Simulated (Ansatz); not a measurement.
The system is NiGe.

```
Ge Ni
1.0
     5.38100    0.00000    0.00000
     0.00000    3.42800    0.00000
     0.00000    0.00000    5.81100
Ge Ni
4 4
Cartesian
  1.6789 2.5710 5.3287
  3.7021 0.8570 0.4823
  1.0116 0.8570 2.4232
  4.3694 2.5710 3.3878
  2.6636 2.5710 1.8014
  2.7174 0.8570 4.0096
  0.0269 0.8570 4.7069
  5.3541 2.5710 1.1041
```

- Program: Ansatz 0.2.0
- Task: single point
- Functional: PBEsol
- Potentials or basis: Ansatz PAW
- Cutoff: 420 eV (not typed: the program's choice for these potentials)
- k mesh: 5 × 8 × 5
- Occupations: fermi-dirac, width 0.05 eV
- Spin: collinear spin, ferromagnetic start
- Starting moments: [0.0, 0.0, 0.0, 0.0, 1.0, 1.0, 1.0, 1.0] μB

On this cell: pressure -3.2 GPa; largest force 0.180 eV/Å; net moment 0.00 μB per cell; band gap on the k mesh none (metal or under the smearing width).

The same run follows on a disturbed copy (atoms moved at random, drawn with an rms of 0.05 Å):

```
CELL_PARAMETERS angstrom
5.38100 0.00000 0.00000
0.00000 3.42800 0.00000
0.00000 0.00000 5.81100
ATOMIC_POSITIONS crystal
Ge 0.30870 0.74484 0.91571
Ge 0.69468 0.26375 0.07809
Ge 0.18549 0.26311 0.41681
Ge 0.81235 0.75707 0.58357
Ni 0.49052 0.76363 0.30273
Ni 0.50548 0.24133 0.68919
Ni 0.00236 0.24651 0.81561
Ni 0.99652 0.75583 0.19562
```

Q: What changes?

A: The energy (extrapolated to zero smearing) moves by +6.9 meV/atom; pressure -2.8 GPa; largest force 0.788 eV/Å; net moment 0.00 μB per cell; band gap on the k mesh none (metal or under the smearing width).

Forces on the atoms (eV/Å):
```
Ge   0.022  0.062 -0.121
Ge  -0.494 -0.127  0.601
Ge   0.344 -0.163  0.003
Ge  -0.328 -0.215  0.012
Ni   0.255 -0.064  0.231
Ni  -0.069  0.237 -0.060
Ni   0.424  0.156 -0.430
Ni  -0.154  0.114 -0.237
```

Stress tensor (GPa, compression positive):
```
-3.83 -0.08 -0.74
-0.08 -2.48  0.08
-0.74  0.08 -2.19
```

Caveats: the PAW data sets come from PBE, with cores solved anew for the run's functional, which leaves a small shift of forces and pressure; the starting moments weren't kept.
